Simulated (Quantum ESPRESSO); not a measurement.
# black phosphorene, 1 layer, stepped through strain along the second axis, part 5 of 6

Aim: how the results for black phosphorene, 1 layer change with strain along the second axis.

Quantum ESPRESSO 7.5; plane-wave DFT, PBE, GBRV ultrasoft pseudopotentials.

So far. Step 3 (Relaxing the ions, -4 %): The relaxation lowers the energy by 1 meV an atom. Step 6 (Band structure, -4 %): Along this path the valence top lies near Γ and the conduction bottom at Γ.

## Step 9: Relaxing the ions, 3 %

The input, m7.relax.in:

```
&control
  prefix = 'm7.relax'
  outdir = './out'
  pseudo_dir = './pseudo'
  nstep = 40
  forc_conv_thr = 0.0003
  calculation = 'relax'
  tstress = .true.
/
&system
  ibrav = 0
  nat = 4
  ntyp = 1
  ecutwfc = 50
  ecutrho = 250
  occupations = 'smearing'
  smearing = 'fd'
  degauss = 0.002
/
&electrons
  conv_thr = 1e-09
  mixing_beta = 0.4
  electron_maxstep = 120
  mixing_mode = 'plain'
/
&ions
/
ATOMIC_SPECIES
  P   30.9738  p_pbe_v1.5.uspp.F.UPF
CELL_PARAMETERS angstrom
  4.62062627700000 0.00000000000000 0.00000000000000
  0.00000000000000 3.40047620939000 0.00000000000000
  0.00000000000000 0.00000000000000 17.24000000000000
ATOMIC_POSITIONS crystal
  P   0.088876791600 0.000000000000 0.438878701600
  P   0.411439913100 0.500000000000 0.438883251500
  P   0.588560086900 0.500000000000 0.561116748500
  P   0.911123208400 0.000000000000 0.561121298400
K_POINTS automatic
  8 10 1 0 0 0
```

The run is started by

```
$ OMP_NUM_THREADS=1 mpirun -n 4 pw.x -nk 4 -in m7.relax.in > m7.relax.out
```

Log:

```text
[banner, memory and clock lines left out]
Program PWSCF v.7.5 starts
[...]
Message from routine setup:
[...]
number of electrons       =        20.00
     number of Kohn-Sham states=           14
     kinetic-energy cutoff     =      50.0000  Ry
     charge density cutoff     =     250.0000  Ry
[...]
number of k points=    30  Fermi-Dirac smearing, width (Ry)=  0.0020
[...]
Dense  grid:   121953 G-vectors     FFT dimensions: (  45,  36, 180)
[...]
negative rho (up, down):  7.473E-05 0.000E+00
     Starting wfcs are   16 randomized atomic wfcs
[...]
negative rho (up, down):  8.837E-06 0.000E+00
[...]
estimated scf accuracy    <       0.05979291 Ry
[...]
negative rho (up, down):  6.439E-05 0.000E+00
[...]
estimated scf accuracy    <       0.01841885 Ry
[...]
negative rho (up, down):  8.273E-05 0.000E+00
[...]
estimated scf accuracy    <       0.00034687 Ry
[...]
negative rho (up, down):  9.754E-05 0.000E+00
[...]
estimated scf accuracy    <       0.00006622 Ry
[...]
negative rho (up, down):  1.076E-04 0.000E+00
[...]
estimated scf accuracy    <       0.00001307 Ry
[...]
negative rho (up, down):  1.132E-04 0.000E+00
[...]
estimated scf accuracy    <       0.00000101 Ry
[...]
negative rho (up, down):  1.175E-04 0.000E+00
[...]
estimated scf accuracy    <       0.00000063 Ry
[...]
negative rho (up, down):  1.198E-04 0.000E+00
[...]
estimated scf accuracy    <       0.00000010 Ry
[...]
negative rho (up, down):  1.213E-04 0.000E+00
[...]
estimated scf accuracy    <          7.7E-09 Ry
[...]
negative rho (up, down):  1.236E-04 0.000E+00
[...]
the Fermi energy is    -1.1116 ev
!    total energy              =     -62.06242855 Ry
     estimated scf accuracy    <          5.9E-10 Ry
     smearing contrib. (-TS)   =      -0.00000000 Ry
     internal energy E=F+TS    =     -62.06242855 Ry
[...]
one-electron contribution =    -271.60416054 Ry
     hartree contribution      =     139.27039978 Ry
     xc contribution           =     -23.49486156 Ry
     ewald contribution        =      93.76619377 Ry
     convergence has been achieved in  10 iterations
     negative rho (up, down):  1.236E-04 0.000E+00
[...]
Total force =     0.008888     Total SCF correction =     0.000028
[...]
negative rho (up, down):  1.236E-04 0.000E+00
[...]
negative rho (up, down):  1.238E-04 0.000E+00
[...]
negative rho (up, down):  1.237E-04 0.000E+00
[...]
estimated scf accuracy    <       0.00000121 Ry
[...]
negative rho (up, down):  1.236E-04 0.000E+00
[...]
estimated scf accuracy    <       0.00000037 Ry
[...]
negative rho (up, down):  1.236E-04 0.000E+00
[...]
estimated scf accuracy    <       0.00000001 Ry
[...]
negative rho (up, down):  1.236E-04 0.000E+00
[...]
estimated scf accuracy    <          2.5E-09 Ry
[...]
negative rho (up, down):  1.237E-04 0.000E+00
[...]
the Fermi energy is    -1.1128 ev
!    total energy              =     -62.06249343 Ry
     estimated scf accuracy    <          5.5E-11 Ry
     smearing contrib. (-TS)   =      -0.00000000 Ry
     internal energy E=F+TS    =     -62.06249343 Ry
[...]
one-electron contribution =    -271.72730793 Ry
     hartree contribution      =     139.32869217 Ry
     xc contribution           =     -23.49872369 Ry
     ewald contribution        =      93.83484603 Ry
     convergence has been achieved in   5 iterations
     negative rho (up, down):  1.237E-04 0.000E+00
[...]
Total force =     0.005758     Total SCF correction =     0.000006
[...]
negative rho (up, down):  1.237E-04 0.000E+00
[...]
negative rho (up, down):  1.240E-04 0.000E+00
[...]
negative rho (up, down):  1.238E-04 0.000E+00
[...]
estimated scf accuracy    <       0.00000150 Ry
[...]
negative rho (up, down):  1.238E-04 0.000E+00
[...]
estimated scf accuracy    <       0.00000045 Ry
[...]
negative rho (up, down):  1.237E-04 0.000E+00
[...]
estimated scf accuracy    <       0.00000001 Ry
[...]
negative rho (up, down):  1.237E-04 0.000E+00
[...]
estimated scf accuracy    <          3.7E-09 Ry
[...]
negative rho (up, down):  1.237E-04 0.000E+00
[...]
estimated scf accuracy    <          1.7E-10 Ry
[...]
negative rho (up, down):  1.238E-04 0.000E+00
[...]
estimated scf accuracy    <          2.2E-11 Ry
[...]
negative rho (up, down):  1.238E-04 0.000E+00
[...]
the Fermi energy is    -1.1158 ev
!    total energy              =     -62.06253341 Ry
     estimated scf accuracy    <          3.2E-12 Ry
     smearing contrib. (-TS)   =      -0.00000000 Ry
     internal energy E=F+TS    =     -62.06253341 Ry
[...]
one-electron contribution =    -271.89753367 Ry
     hartree contribution      =     139.40997611 Ry
     xc contribution           =     -23.50327380 Ry
     ewald contribution        =      93.92829795 Ry
     convergence has been achieved in   7 iterations
     negative rho (up, down):  1.238E-04 0.000E+00
[...]
Total force =     0.002635     Total SCF correction =     0.000002
[...]
negative rho (up, down):  1.238E-04 0.000E+00
[...]
negative rho (up, down):  1.241E-04 0.000E+00
[...]
negative rho (up, down):  1.239E-04 0.000E+00
[...]
estimated scf accuracy    <       0.00000107 Ry
[...]
negative rho (up, down):  1.239E-04 0.000E+00
[...]
estimated scf accuracy    <       0.00000032 Ry
[...]
negative rho (up, down):  1.238E-04 0.000E+00
[...]
estimated scf accuracy    <          9.8E-09 Ry
[...]
negative rho (up, down):  1.238E-04 0.000E+00
[...]
estimated scf accuracy    <          2.2E-09 Ry
[...]
negative rho (up, down):  1.238E-04 0.000E+00
[...]
estimated scf accuracy    <          9.3E-11 Ry
[...]
negative rho (up, down):  1.238E-04 0.000E+00
[...]
estimated scf accuracy    <          2.0E-11 Ry
[...]
negative rho (up, down):  1.238E-04 0.000E+00
[...]
the Fermi energy is    -1.1201 ev
!    total energy              =     -62.06254440 Ry
     estimated scf accuracy    <          2.8E-12 Ry
     smearing contrib. (-TS)   =      -0.00000000 Ry
     internal energy E=F+TS    =     -62.06254440 Ry
[...]
one-electron contribution =    -272.07275523 Ry
     hartree contribution      =     139.49434247 Ry
     xc contribution           =     -23.50726228 Ry
     ewald contribution        =      94.02313064 Ry
     convergence has been achieved in   7 iterations
     negative rho (up, down):  1.238E-04 0.000E+00
[...]
Total force =     0.001005     Total SCF correction =     0.000002
[...]
negative rho (up, down):  1.238E-04 0.000E+00
[...]
negative rho (up, down):  1.239E-04 0.000E+00
[...]
negative rho (up, down):  1.239E-04 0.000E+00
[...]
estimated scf accuracy    <       0.00000004 Ry
[...]
negative rho (up, down):  1.238E-04 0.000E+00
[...]
estimated scf accuracy    <          9.4E-09 Ry
[...]
negative rho (up, down):  1.238E-04 0.000E+00
[...]
estimated scf accuracy    <          5.6E-10 Ry
[...]
negative rho (up, down):  1.238E-04 0.000E+00
[...]
estimated scf accuracy    <          1.6E-10 Ry
[...]
negative rho (up, down):  1.238E-04 0.000E+00
[...]
estimated scf accuracy    <          4.3E-11 Ry
[...]
negative rho (up, down):  1.238E-04 0.000E+00
[...]
the Fermi energy is    -1.1028 ev
!    total energy              =     -62.06254527 Ry
     estimated scf accuracy    <          1.0E-12 Ry
     smearing contrib. (-TS)   =      -0.00000000 Ry
     internal energy E=F+TS    =     -62.06254527 Ry
[...]
one-electron contribution =    -272.11308797 Ry
     hartree contribution      =     139.51412733 Ry
     xc contribution           =     -23.50781493 Ry
     ewald contribution        =      94.04423030 Ry
     convergence has been achieved in   6 iterations
     negative rho (up, down):  1.238E-04 0.000E+00
[...]
Total force =     0.000650     Total SCF correction =     0.000001
[...]
negative rho (up, down):  1.238E-04 0.000E+00
[...]
```

It took 2.6 min on 4 MPI ranks of Intel Xeon at 2.70GHz, shared host; peak memory 0.87 GiB.

Step by step:

| step | energy less that of the first step (eV) | largest force (eV/Å) |
| --- | --- | --- |
| 1 | 0.0000 | 0.1177 |
| 2 | -0.0009 | 0.0769 |
| 3 | -0.0014 | 0.0357 |
| 4 | -0.0016 | 0.0138 |
| 5 | -0.0016 | 0.0093 |

Numbers from this step:

| Item | Value |
| --- | --- |
| free energy | -844.4039 eV |
| Fermi energy | -1.103 eV |

## Step 10: Ground state, 3 %

The input, m7.scf.in:

```
&control
  prefix = 'm7.scf'
  outdir = './out'
  pseudo_dir = './pseudo'
  calculation = 'scf'
  tprnfor = .true.
/
&system
  ibrav = 0
  nat = 4
  ntyp = 1
  ecutwfc = 40
  ecutrho = 200
  occupations = 'smearing'
  smearing = 'fd'
  degauss = 0.002
  nbnd = 14
/
&electrons
  conv_thr = 1e-09
  mixing_beta = 0.4
  electron_maxstep = 120
  mixing_mode = 'plain'
/
ATOMIC_SPECIES
  P   30.9738  p_pbe_v1.5.uspp.F.UPF
CELL_PARAMETERS angstrom
  4.62062627700000 0.00000000000000 0.00000000000000
  0.00000000000000 3.40047620939000 0.00000000000000
  0.00000000000000 0.00000000000000 17.24000000000000
ATOMIC_POSITIONS crystal
  P   0.090139842400 0.000000000000 0.439079428500
  P   0.410005638600 0.500000000000 0.439079685100
  P   0.589994361400 0.500000000000 0.560920314900
  P   0.909860157600 0.000000000000 0.560920571500
K_POINTS automatic
  8 10 1 0 0 0
```

The run is started by

```
$ OMP_NUM_THREADS=1 mpirun -n 4 pw.x -nk 4 -in m7.scf.in > m7.scf.out
```

Log:

```text
[banner, memory and clock lines left out]
Program PWSCF v.7.5 starts
[...]
Message from routine setup:
[...]
number of electrons       =        20.00
     number of Kohn-Sham states=           14
     kinetic-energy cutoff     =      40.0000  Ry
     charge density cutoff     =     200.0000  Ry
[...]
number of k points=    30  Fermi-Dirac smearing, width (Ry)=  0.0020
[...]
Dense  grid:    87393 G-vectors     FFT dimensions: (  40,  30, 150)
[...]
negative rho (up, down):  1.098E-04 0.000E+00
     Starting wfcs are   16 randomized atomic wfcs
[...]
negative rho (up, down):  1.747E-04 0.000E+00
[...]
estimated scf accuracy    <       0.06054545 Ry
[...]
negative rho (up, down):  2.489E-04 0.000E+00
[...]
estimated scf accuracy    <       0.01859531 Ry
[...]
negative rho (up, down):  2.625E-04 0.000E+00
[...]
estimated scf accuracy    <       0.00035326 Ry
[...]
negative rho (up, down):  2.716E-04 0.000E+00
[...]
estimated scf accuracy    <       0.00006528 Ry
[...]
negative rho (up, down):  2.785E-04 0.000E+00
[...]
estimated scf accuracy    <       0.00001227 Ry
[...]
negative rho (up, down):  2.814E-04 0.000E+00
[...]
estimated scf accuracy    <       0.00000100 Ry
[...]
negative rho (up, down):  2.849E-04 0.000E+00
[...]
estimated scf accuracy    <       0.00000047 Ry
[...]
negative rho (up, down):  2.864E-04 0.000E+00
[...]
estimated scf accuracy    <       0.00000013 Ry
[...]
negative rho (up, down):  2.876E-04 0.000E+00
[...]
estimated scf accuracy    <          5.7E-09 Ry
[...]
negative rho (up, down):  2.893E-04 0.000E+00
[...]
the Fermi energy is    -1.1026 ev
!    total energy              =     -62.06246260 Ry
     estimated scf accuracy    <          8.3E-10 Ry
     smearing contrib. (-TS)   =      -0.00000000 Ry
     internal energy E=F+TS    =     -62.06246260 Ry
[...]
one-electron contribution =    -272.11255073 Ry
     hartree contribution      =     139.51374710 Ry
     xc contribution           =     -23.50788924 Ry
     ewald contribution        =      94.04423027 Ry
     convergence has been achieved in  10 iterations
     negative rho (up, down):  2.893E-04 0.000E+00
[...]
Total force =     0.000636     Total SCF correction =     0.000027
[...]
```

Run time: 31 s. Hardware: 4 MPI ranks; peak memory 0.47 GiB; 2 min of CPU time.

Read from the output:

```
free energy                          : -844.4028 eV
valence top, on the run's zero       : -1.641 eV
conduction bottom, on the run's zero : -0.5792 eV
gap by band count                    : 1.062 eV
```

(Continued in part 6 of 6.)

[Logs are printed without paths, hosts, clocks, repeated set-up lines and the standing remarks that a program may print on its own settings, such as how far it seeks lower states.]

[Hosts, paths, dates, database ids (printed as entryN), source tags and the programs' standing remarks are cut or masked in the printed files.]

[Maps of the electrostatic potential energy from Ansatz leave out the sawtooth potential of an applied field or a dipole correction, so their vacuum need not be flat; planar profiles and work functions include it.]
